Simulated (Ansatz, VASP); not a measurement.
# AlN: VASP beside Ansatz

Wanted: the spread between two codes on one cell, functional and k mesh. The cell is taken from a series of VASP runs on this material, whose earlier steps may have relaxed, scaled or displaced it; both programs get it as it stands.

Calculated with Ansatz 0.2.0; plane waves, with VASP 6.6.1 beside it; band structure at HSE06 and band structure at r2SCAN-EpsX with an exact-exchange share of 0.222.

## Step 1: The starting structure

It takes space group P6_3mc (No. 186, hexagonal). The conventional cell has a = 3.111 Å, b = 3.111 Å, c = 4.978 Å, α = 90.00°, β = 90.00°, γ = 120.00°. Al has 4 N at 1.89 to 1.92 Å nearest. N has 4 Al at 1.89 to 1.92 Å nearest. Farther neighbours and most contacts between anions are not listed.

## Step 2: VASP: band structure, HSE06

The same path points are solved in both programs, so levels can be compared one by one.

Lines of VASP's logs that name or quote its potential files are left out, and so is its time.

The run reads the wave functions of an earlier VASP run, which isn't shown here.

INCAR

```
SYSTEM = AlN
PREC = Accurate
ENCUT = 460
EDIFF = 1E-06
NELM = 100
ISMEAR = 0
SIGMA = 0.03
LREAL = .FALSE.
ALGO = Normal
LHFCALC = .TRUE.
AEXX = 0.25
GGA = PE
HFSCREEN = 0.2
LASPH = .TRUE.
NBANDS = 14
PRECFOCK = Fast
LORBIT = 11
LWAVE = .FALSE.
LCHARG = .FALSE.
KPAR = 4
```

POSCAR

```
AlN
1.0
    3.1110000000      0.0000000000      0.0000000000
   -1.5555000000      2.6942050312      0.0000000000
    0.0000000000      0.0000000000      4.9780000000
Al N
2 2
Direct
    0.6666666667      0.3333333333      0.5000000000
    0.3333333333      0.6666666667      0.0000000000
    0.6666666667      0.3333333333      0.8850000000
    0.3333333333      0.6666666667      0.3850000000
```

KPOINTS

```
Automatic mesh
0
Gamma
5 5 3
0 0 0
```

KPOINTS_OPT

```
Line mode
10
Line-mode
Reciprocal
  0.00000000   0.00000000   0.00000000 GAMMA
  0.50000000   0.00000000   0.00000000 M

  0.50000000   0.00000000   0.00000000 M
  0.33333333   0.33333333   0.00000000 K

  0.33333333   0.33333333   0.00000000 K
  0.00000000   0.00000000   0.00000000 GAMMA

  0.00000000   0.00000000   0.00000000 GAMMA
  0.00000000   0.00000000   0.50000000 A

  0.00000000   0.00000000   0.50000000 A
  0.50000000   0.00000000   0.50000000 L

  0.50000000   0.00000000   0.50000000 L
  0.33333333   0.33333333   0.50000000 H

  0.33333333   0.33333333   0.50000000 H
  0.00000000   0.00000000   0.50000000 A

  0.50000000   0.00000000   0.50000000 L
  0.50000000   0.00000000   0.00000000 M

  0.33333333   0.33333333   0.00000000 K
  0.33333333   0.33333333   0.50000000 H
```

The projector-augmented-wave data sets are Al and N (PBE family, release 64).

Started as:

```console
mpirun -np 4 vasp_std
```

Numbers of over 12 decimals in the logs are rounded to 6 here.

Output:

```text
[banner, memory and clock lines left out]
running    4 mpi-ranks, on    1 nodes
 distrk:  each k-point on    1 cores,    4 groups
 distr:  one band on    1 cores,    1 groups

 POSCAR found type information on POSCAR AlN
 POSCAR found :  2 types and       4 ions
 LDA part: xc-table for (Slater+PW92), standard interpolation
 found WAVECAR, reading the header
 POSCAR, INCAR and KPOINTS ok, starting setup
 FFT: planning ... GRIDC
 FFT: planning ... GRID_SOFT
 FFT: planning ... GRID
 reading WAVECAR
 the WAVECAR file was read successfully
 initial charge from wavefunction
 entering main loop
       N       E                     dE             d eps       ncg     rms          rms(c)
DAV:   1    -0.349544438744E+02   -0.34954E+02   -0.15006E+00   370   0.905E+00    0.130E+01
DAV:   2    -0.349602299479E+02   -0.57861E-02   -0.42160E-02   362   0.177E+00    0.891E+00
DAV:   3    -0.349557592158E+02    0.44707E-02   -0.67238E-03   340   0.610E-01    0.552E+00
DAV:   4    -0.349552413279E+02    0.51789E-03   -0.96167E-04   358   0.218E-01    0.331E+00
DAV:   5    -0.349549255405E+02    0.31579E-03   -0.70415E-05   358   0.744E-02    0.195E+00
DAV:   6    -0.349548163807E+02    0.10916E-03   -0.52390E-05   340   0.631E-02    0.113E+00
DAV:   7    -0.349547824083E+02    0.33972E-04   -0.94248E-06   364   0.275E-02    0.645E-01
DAV:   8    -0.349547705774E+02    0.11831E-04   -0.27221E-06   334   0.142E-02    0.371E-01
DAV:   9    -0.349547671891E+02    0.33883E-05   -0.10989E-06   224   0.920E-03    0.215E-01
DAV:  10    -0.349547661188E+02    0.10703E-05   -0.51208E-07   236   0.629E-03    0.121E-01
DAV:  11    -0.349547660162E+02    0.10263E-06   -0.15739E-07   212   0.366E-03
   1 F= -.34954766E+02 E0= -.34954766E+02  d E =-.428356E-18
 Start KPOINTS_OPT (optional k-point list driver)
k-point batch [1-10\90]
       N       E                     dE             ncg
DAV:   1     0.768253810002E+03   -0.20834E+04      280
DAV:   2     0.255262190842E+02   -0.74273E+03      348
DAV:   3    -0.428541708392E+02   -0.68380E+02      352
DAV:   4    -0.439303151780E+02   -0.10761E+01      364
DAV:   5    -0.439426728321E+02   -0.12358E-01      374
DAV:   6    -0.439428611926E+02   -0.18836E-03      360
DAV:   7    -0.439428655267E+02   -0.43341E-05      316
DAV:   8    -0.439428656639E+02   -0.13717E-06      260
[...]
k-point batch [81-90\90]
       N       E                     dE             ncg
DAV:   1     0.511445350367E+03   -0.59636E+04      280
DAV:   2    -0.961577394541E+02   -0.60760E+03      356
DAV:   3    -0.140767002963E+03   -0.44609E+02      376
DAV:   4    -0.141494315592E+03   -0.72731E+00      394
DAV:   5    -0.141502545870E+03   -0.82303E-02      388
DAV:   6    -0.141502708004E+03   -0.16213E-03      364
DAV:   7    -0.141502711730E+03   -0.37257E-05      316
DAV:   8    -0.141502711845E+03   -0.11507E-06      260
```

Parts of OUTCAR (step 2):

```text
ion  position               nearest neighbor table
   1  0.667  0.333  0.500-   4 1.89   4 1.89   4 1.89   3 1.92   2 3.07   2 3.07   2 3.07   2 3.07
                             2 3.07   2 3.07
   2  0.333  0.667  0.000-   3 1.89   3 1.89   3 1.89   4 1.92   1 3.07   1 3.07   1 3.07   1 3.07
                             1 3.07   1 3.07
   3  0.667  0.333  0.885-   2 1.89   2 1.89   2 1.89   1 1.92
   4  0.333  0.667  0.385-   1 1.89   1 1.89   1 1.89   2 1.92

  LATTYP: Found a hexagonal cell.
 ALAT       =     3.1110000000
 C/A-ratio  =     1.6001285760

 Subroutine GETGRP returns: Found 12 space group operations
 (whereof  6 operations were pure point group operations)

The static configuration has the point symmetry C_3v.
 The point group associated with its full space group is C_6v.

 Found     10 irreducible k-points:

   k-points           NKPTS =     10   k-points in BZ     NKDIM =     75   number of bands    NBANDS=     14

   dimension x,y,z NGX =    24 NGY =   24 NGZ =   36
   dimension x,y,z NGXF=    48 NGYF=   48 NGZF=   72

   ENCUT  =  460.0 eV  33.81 Ry    5.81 a.u.   5.44  5.44  8.71*2*pi/ulx,y,z

   NELECT =      16.0000    total number of electrons

 k-points in reciprocal lattice and weights: Automatic mesh
   0.00000000  0.00000000  0.00000000       0.013
   0.20000000  0.00000000  0.00000000       0.080
   0.40000000 -0.00000000  0.00000000       0.080
   0.20000000  0.20000000  0.00000000       0.080
   0.40000000  0.20000000  0.00000000       0.080
   0.00000000  0.00000000  0.33333333       0.027
   0.20000000  0.00000000  0.33333333       0.160
   0.40000000 -0.00000000  0.33333333       0.160
   0.20000000  0.20000000  0.33333333       0.160
   0.40000000  0.20000000  0.33333333       0.160

  exchange ACFDT corr.  =         0.00000000  see jH, gK, PRB 81, 115126

 average (electrostatic) potential at core
       1 -67.6897       2 -67.6897       3 -54.8670       4 -54.8670

 E-fermi :   5.4824

 k-point     1 :       0.0000    0.0000    0.0000
  band No.  band energies     occupation
    ...
      4       4.2547      2.00000
      5       4.2547      2.00000
      6       4.9815      2.00000
      7       4.9815      2.00000
      8       5.3077      2.00000
      9      10.8367      0.00000
     10      13.4041      0.00000
     11      17.7925      0.00000
     12      18.0226      0.00000
     13      18.0226      0.00000
    ...

 k-point     2 :       0.2000    0.0000    0.0000
  band No.  band energies     occupation
    ...
      4       2.2450      2.00000
      5       3.2051      2.00000
      6       3.6925      2.00000
      7       4.8432      2.00000
      8       5.0146      2.00000
      9      12.5081      0.00000
     10      14.6024      0.00000
     11      15.5895      0.00000
     12      16.6487      0.00000
     13      18.8764      0.00000
    ...

 k-point     3 :       0.4000   -0.0000    0.0000
  band No.  band energies     occupation
    ...
      4       0.9925      2.00000
      5       1.1176      2.00000
      6       3.0161      2.00000
      7       3.8723      2.00000
      8       4.5117      2.00000
      9      12.6468      0.00000
     10      12.8189      0.00000
     11      14.9248      0.00000
     12      17.2991      0.00000
     13      17.9723      0.00000
    ...

  energy-cutoff  :      460.00
  volume of cell :       41.72
      direct lattice vectors                 reciprocal lattice vectors
     3.111000000  0.000000000  0.000000000     0.321440051  0.185583500  0.000000000
    -1.555500000  2.694205031  0.000000000     0.000000000  0.371167000  0.000000000
     0.000000000  0.000000000  4.978000000     0.000000000  0.000000000  0.200883889

 POSITION                                       TOTAL-FORCE (eV/Angst)
 -----------------------------------------------------------------------------------
      1.55550      0.89807      2.48900        -0.000000      0.000000      0.185366
     -0.00000      1.79614      0.00000         0.000000     -0.000000      0.185366
      1.55550      0.89807      4.40553        -0.000000      0.000000     -0.185366
     -0.00000      1.79614      1.91653         0.000000     -0.000000     -0.185366
 -----------------------------------------------------------------------------------
    total drift:                                0.000000      0.000000      0.000745

  FREE ENERGIE OF THE ION-ELECTRON SYSTEM (eV)
  ---------------------------------------------------
  free  energy   TOTEN  =       -34.9547660162 eV

  energy  without entropy=      -34.9547660162  energy(sigma->0) =      -34.95476602

 total charge
# of ion       s       p       d       tot
------------------------------------------
    1        0.420   0.456   0.000   0.876
    2        0.420   0.456   0.000   0.876
    3        1.226   2.641   0.000   3.867
    4        1.226   2.641   0.000   3.867
--------------------------------------------------
tot          3.293   6.193   0.000   9.486

[... 3 further parts left out ...]
```

The PAW data sets were made with PBE, which is usual practice but a small mismatch for other functionals.

## Step 3: Ansatz: band structure, HSE06

Ansatz runs on its default PAW (the set named soft_2) files.

The same cell, functional, mesh and smearing now go to Ansatz, which takes its cutoff from its data sets.

input.yaml

```yaml
crystal:
  lattice:
    - [3.111, 0.0, 0.0]
    - [-1.5555, 2.6942050312, 0.0]
    - [0.0, 0.0, 4.978]
  atoms:
    - { symbol: Al, position: [0.6666666667, 0.3333333333, 0.5] }
    - { symbol: Al, position: [0.3333333333, 0.6666666667, 0.0] }
    - { symbol: "N", position: [0.6666666667, 0.3333333333, 0.885] }
    - { symbol: "N", position: [0.3333333333, 0.6666666667, 0.385] }
hamiltonian:
  xc: { exchange: pbe, correlation: pbe, exx: { coeff: 0.25, omega: 0.2 } }
  pseudopotentials: { kind: paw }
kpoints:
  mp_grid: { grid: [5, 5, 3] }
  band_path:
    path:
      - [0.0, 0.0, 0.0]
      - [0.44444, 0.0, 0.0]
      - [0.38889, 0.22222, 0.0]
      - [0.18519, 0.18519, 0.0]
      - [0.0, 0.0, 0.11111]
      - [0.0, 0.0, 0.5]
      - [0.44444, 0.0, 0.5]
      - [0.38889, 0.22222, 0.5]
      - [0.18519, 0.18519, 0.5]
      - [0.5, 0.0, 0.38889]
      - [0.33333, 0.33333, 0.0]
      - [0.33333, 0.33333, 0.5]
    npoints: 1
scf:
  occupations: { method: gaussian, width: 0.03 }
  n_extra_bands: 8
output:
  forces: true
  stress: true
  eigenvalues: true
```

Started as:

```console
ansatz run input.yaml --threads 4 --pin off --max-ram 9216MiB --backend cpu --events-out ev --progress --plain --runs-dir out
```

Output:

```text
Warning: output.stress: scf.convergence.dr2_threshold = 1e-7 eV (the SCF's general default) is looser than the 4e-10 eV advised for a printed stress (1e-10 eV for each atom of the cell: 4). What an SCF threshold leaves in a stress goes as its square root, and in the free energy as the threshold itself, and one threshold admits the most on a small cell: [figures from the program's tests cut] Set scf.convergence.dr2_threshold to 4e-10 eV or tighter. The threshold is an SCF's pass mark: one that does not reach it within its budget of iterations ends unconverged, or closes short of it on a stop that the run arms, and scf.convergence.dr2_threshold's page says what that costs each kind of run
Warning: output.stress: scf.exx.energy_threshold = 1e-6 eV is looser than the 4e-8 eV advised for a stress under a hybrid functional (1e-8 eV for each atom of the cell: 4). Every SCF of the exchange loop can meet its threshold on dr2 while the loop round them stops early: no threshold on dr2 bounds what that leaves in the stress. Set scf.exx.energy_threshold to 4e-8 eV or tighter. The threshold is the loop's pass mark: a loop that does not reach it within its budget of cycles ends unconverged, and scf.exx.energy_threshold's page has the law
scf.n_extra_bands = 8 over 8 filled bands (N_el = 16.0): the run solves 16 bands
Engine: ansatz 0.2.0, aarch64-unknown-linux-gnu
Pseudopotentials: kind: paw
Pseudopotential: Al, paw, valence charge 3, recommended cutoff 420 eV (normal), Al.paw.azcp
Pseudopotential: N, paw, valence charge 5, recommended cutoff 420 eV (normal), N.paw.azcp
Functional definition: unnamed
  parameter a_1 = 0.25
  parameter omega_1 = 0.2/angstrom
  exchange = pbe_x + (-a_1)*pbe_x_sr(omega_1) + a_1*exact_x_sr(omega_1)
  correlation = pbe_c
Crystal: 4 atoms, lattice volume = 41.724 Å³
Basis set: ecut = 420 eV, 809 PW (Γ), exchange–correlation on 48×48×72 points (8 copies of the dense FFT grid, shifted against one another)
Bands: 16, of which v1, the nominal top of the filled ones, is band 8 counted from 1 (7 counted from 0)
Symmetry: 12 space group operations
Space group: P63mc (ITA 186), of the structure as read, at distance tolerance 3.5e-5 Å
k-points: 10 of 75 (time reversal used)
Non-local potential: Al, projectors of the file, l = 0: 2, l = 1: 2, l = 2: 1
Non-local potential: N, projectors of the file, l = 0: 2, l = 1: 2, l = 2: 1
PAW form: soft (Blöchl's): semilocal exchange-correlation on the pseudo side does not see the compensation charge
PAW frozen core: Al, regenerated for the run's functional, and the local potential with it (the file was generated under x = pbe(κ = 0.804, μ = 0.219515), c = pbe(β = 0.066725))
PAW frozen core: N, regenerated for the run's functional, and the local potential with it (the file was generated under x = pbe(κ = 0.804, μ = 0.219515), c = pbe(β = 0.066725))
PAW one-centre angular grid: Al, 110 points (default); XC on 64 Gauss nodes
PAW one-centre angular grid: N, 110 points (default); XC on 64 Gauss nodes
Initial density: superposition of atomic densities (neutral atoms: chi_scale 0, normalization atom), corrected by the library's trained network
Initial wavefunctions: pseudopotential atomic-orbital guess
Functional: x = pbe(κ = 0.804, μ = 0.219515), c = pbe(β = 0.066725), warm-up for x = pbe(κ = 0.804, μ = 0.219515) + 0.25 (exact − pbe) at short range (hse, ω = 0.2 Å⁻¹), c = pbe(β = 0.066725)
SCF iter   1: F=—  HF=-1848.475861 eV  |F-HF|=—  |Δ(HF+E_count)|=         —  Δρ=8.06e-4  dr2=1.08e-4  ethr=1.77e-3  ⟨swp⟩=2.0  Hψ=1140  notcnv=0
preconditioner: auto → none  [insulator: Δε(μ)=4.152 eV  Ē_g=15.393 eV  σ=0.030 eV  W_gap=1.00  n_scr=2 (ndim 8)  ℏωp=23.0 eV  f_vac=0.000  D(μ)=0.00/eV (n_scr^D=0)]
SCF iter   2: F=-1848.476124 eV  HF=-1848.476054 eV  |F-HF|=6.99e-5  |Δ(HF+E_count)|=   1.92e-4  Δρ=3.96e-4  dr2=2.17e-5  ethr=6.77e-7  ⟨swp⟩=4.4  Hψ=349  notcnv=0  defer=4
SCF 1 stopped early in 2 iterations: F = -1848.476124 eV  dr2 = 2.17e-5
  greatest PAW one-centre occupation: 0.788 electrons in one spin orbital (limit 2), on the N atom at site 3 (counted from 0), in its partial waves of l = 0
Initial density: handed on by an earlier stage of this run
Initial wavefunctions: those handed on with the density
Functional: x = pbe(κ = 0.804, μ = 0.219515) + 0.25 (exact − pbe) at short range (hse, ω = 0.2 Å⁻¹), c = pbe(β = 0.066725)
Exchange kernel: α = 0.2500, screened, ω = 0.2000 Å⁻¹, Wigner–Seitz truncation, v(0) = 1103.1143 eV·Å³, q-mesh 5×5×3, nearest image of the exchange supercell L = 14.93 Å, pair-density grid 15×15×24, without the augmentation charges, whose exchange is taken in its separable form by FFT convolution over the k-point mesh (sized by the pseudopotential files, 20×20×36 at the most), smooth part of the exact exchange by density-matrix convolution
Frozen-core exchange: fock
SCF iter   1: F=—  HF=-1849.420549 eV  |F-HF|=—  |Δ(HF+E_count)|=         —  Δρ=6.28e-3  dr2=7.77e-3  ethr=1.36e-6  ⟨swp⟩=7.9  Hψ=883  notcnv=0
preconditioner: auto → none  [insulator: Δε(μ)=5.487 eV  Ē_g=17.555 eV  σ=0.030 eV  W_gap=1.00  n_scr=2 (ndim 8)  ℏωp=23.0 eV  f_vac=0.000  D(μ)=0.00/eV (n_scr^D=0)]
SCF iter   2: F=—  HF=-1849.417665 eV  |F-HF|=—  |Δ(HF+E_count)|=   2.88e-3  Δρ=2.84e-3  dr2=2.17e-3  ethr=1.36e-6  ⟨swp⟩=3.1  Hψ=381  notcnv=0
iter 3 solved again at ethr=4.60e-9 eV; its pass at ethr=1.36e-6 eV (dr2=7.36e-7 eV) is discarded
SCF iter   3: F=—  HF=-1849.416963 eV  |F-HF|=—  |Δ(HF+E_count)|=   7.02e-4  Δρ=5.90e-5  dr2=4.93e-4  ethr=4.60e-9  ⟨swp⟩=3.8  Hψ=770  notcnv=0  defer=1
SCF iter   4: F=—  HF=-1849.421881 eV  |F-HF|=—  |Δ(HF+E_count)|=   4.92e-3  Δρ=5.00e-4  dr2=8.09e-5  ethr=4.60e-9  ⟨swp⟩=5.0  Hψ=682  notcnv=0
SCF iter   5: F=—  HF=-1849.421866 eV  |F-HF|=—  |Δ(HF+E_count)|=   1.57e-5  Δρ=1.82e-4  dr2=1.70e-5  ethr=4.60e-9  ⟨swp⟩=4.1  Hψ=402  notcnv=0
SCF iter   6: F=-1849.421907 eV  HF=-1849.421907 eV  |F-HF|=3.91e-7  |Δ(HF+E_count)|=   4.13e-5  Δρ=6.02e-5  dr2=1.29e-6  ethr=4.60e-9  ⟨swp⟩=4.0  Hψ=398  notcnv=0
SCF 2 stopped early in 6 iterations: F = -1849.421907 eV  dr2 = 1.29e-6
  Residual-converged pass: ⟨swp⟩=3.0  Hψ=298  notcnv=0  max |occ|·‖R‖ = 6.6e-6 eV (tolerance 6.7e-6 eV)  dr2=1.29e-6  dr2_onsite=1.02e-7  max |Δocc| = 0.0e0
hybrid outer 1: dexx = +5.447e-3 eV, tail = 9.40e-6 eV
Exchange kernel: α = 0.2500, screened, ω = 0.2000 Å⁻¹, Wigner–Seitz truncation, v(0) = 1103.1143 eV·Å³, q-mesh 5×5×3, nearest image of the exchange supercell L = 14.93 Å, pair-density grid 15×15×24, without the augmentation charges, whose exchange is taken in its separable form by FFT convolution over the k-point mesh (sized by the pseudopotential files, 20×20×36 at the most), smooth part of the exact exchange by density-matrix convolution
Frozen-core exchange: fock
SCF iter   1: F=—  HF=-1849.421910 eV  |F-HF|=—  |Δ(HF+E_count)|=         —  Δρ=2.47e-5  dr2=2.24e-7  ethr=2.94e-7  ⟨swp⟩=3.6  Hψ=369  notcnv=0
preconditioner: auto → none  [insulator: Δε(μ)=5.535 eV  Ē_g=17.560 eV  σ=0.030 eV  W_gap=1.00  n_scr=2 (ndim 8)  ℏωp=23.0 eV  f_vac=0.000  D(μ)=0.00/eV (n_scr^D=0)]
SCF iter   2: F=—  HF=-1849.421910 eV  |F-HF|=—  |Δ(HF+E_count)|=   2.34e-8  Δρ=8.93e-6  dr2=2.51e-8  ethr=1.32e-9  ⟨swp⟩=3.2  Hψ=322  notcnv=0
SCF iter   3: F=-1849.421910 eV  HF=-1849.421910 eV  |F-HF|=1.61e-9  |Δ(HF+E_count)|=   6.43e-8  Δρ=3.22e-6  dr2=1.83e-9  ethr=8.36e-11  ⟨swp⟩=3.8  Hψ=397  notcnv=0  defer=1
SCF 3 converged in 3 iterations: F = -1849.421910 eV  dr2 = 1.83e-9
  Residual-converged pass: ⟨swp⟩=3.0  Hψ=319  notcnv=0  max |occ|·‖R‖ = 4.7e-7 eV (tolerance 6.3e-7 eV)  dr2=1.80e-9  dr2_onsite=7.63e-10  max |Δocc| = 0.0e0
hybrid outer 2: dexx = +7.329e-8 eV, tail = 6.70e-9 eV, Δε = 1.49e-3 eV (about 5.07e-5 eV left of the loop's levels), ΔF = 4.47e-4 eV/Å (tail 1.85e-4)
NSCF: frozen V_eff on 12 k-points
hybrid SCF converged: 2 outer / 9 inner (+2 warm-up), last move |dexx| = 7.33e-8 eV, tail = 6.70e-9 eV
Stability not checked: this state was not tested for a lower state beside it, because the functional holds exact exchange (a hybrid, or Hartree-Fock), whose exchange loop this test does not read (fock_operator; see scf.lower_state_search)
Free energy (F): -1849.421910 eV
Frozen-core exchange: fock
Harris-Foulkes:  -1849.421910 eV  (|F-HF|=1.61e-9)
Internal energy: -1849.421910 eV  (E = F + TS)
E sigma→0 (E₀):  -1849.421910 eV
Fermi energy:    9.067798 eV
--- Per-component energies (eV) ---
  E_band       = 7.809225
  E_kinetic    = 320.162985
  E_local      = -447.157128  (includes V_loc(G=0)·N_el)
  E_nonlocal   = 108.410893
  E_hartree    = 156.214324
  E_xc         = -165.000541
  E_vxc        = -173.738503  (∫ρ·V_xc dr)
  E_exx        = -36.120499  (= α·E_x^exact, valence–valence)
  E_paw        = -1193.763071  (= ΣΔE_a)
  E_vpaw       = -40.057234  (= ΣTr[D̂ρ^β])
  E_aug_tail   = 0.000192  (compensation charges beyond the density's cutoff)
  E_ewald      = -592.034960
  E_core_change = -0.134105  (= ΣΔE_core)
  E_smearing   = -0.000000  (= −TS)
  E_closure    = -0.000001  (closes the sum)
  Σ components = -1849.421910   (vs F -1849.421910, Δ=2.27e-13)
--- Forces (eV/Å), atoms counted from 1 ---
  atom   1  Al     0.00000000     0.00000000     0.18188673
  atom   2  Al    -0.00000000    -0.00000000     0.18188673
  atom   3  N      0.00000000    -0.00000000    -0.18191266
  atom   4  N     -0.00000000     0.00000000    -0.18191266
  max |Σ_I F_I| component: 5.19e-5 eV/Å
--- Stress (GPa, compression-positive) ---
       -0.643975      -0.000000       0.000000
        0.000000      -0.643975       0.000000
        0.000000       0.000000      -2.514555
  P = ⅓ Tr σ = -1.2675 GPa (-12.675 kbar)
--- Band table (eV; the first three rows and the last of 10) ---
  k-point 0: bands = [... 4 lower, 5.2566, 5.9735, 5.9735, 6.3004, 11.8353, 14.4228, 18.7723, 19.0304, ... 4 higher]
  k-point 1: bands = [... 4 lower, 5.4273, 5.4273, 5.7854, 5.7854, 13.3707, 14.5748, 18.1974, 19.0418, ... 4 higher]
  k-point 2: bands = [... 4 lower, 4.2086, 4.6988, 5.8390, 6.0111, 13.5084, 15.6082, 16.5536, 17.6489, ... 4 higher]
  k-point 9: bands = [... 4 lower, 2.5080, 3.4784, 4.6666, 5.2829, 13.5588, 14.8882, 16.6067, 16.8396, ... 4 higher]
```

It took 15 s on 4 threads of Arm Neoverse V1, shared host; peak memory 0.58 GiB; 55 s of CPU time.

(Continued in part 2 of 2.)

[Lines on the potential files, build, host, timing and source positions are cut from VASP's logs without a mark.]

[Logs are printed without paths, hosts, clocks, repeated set-up lines and the standing remarks that a program may print on its own settings, such as how far it seeks lower states.]

[Hosts, paths, dates, database ids (printed as entryN), source tags and the programs' standing remarks are cut or masked in the printed files.]
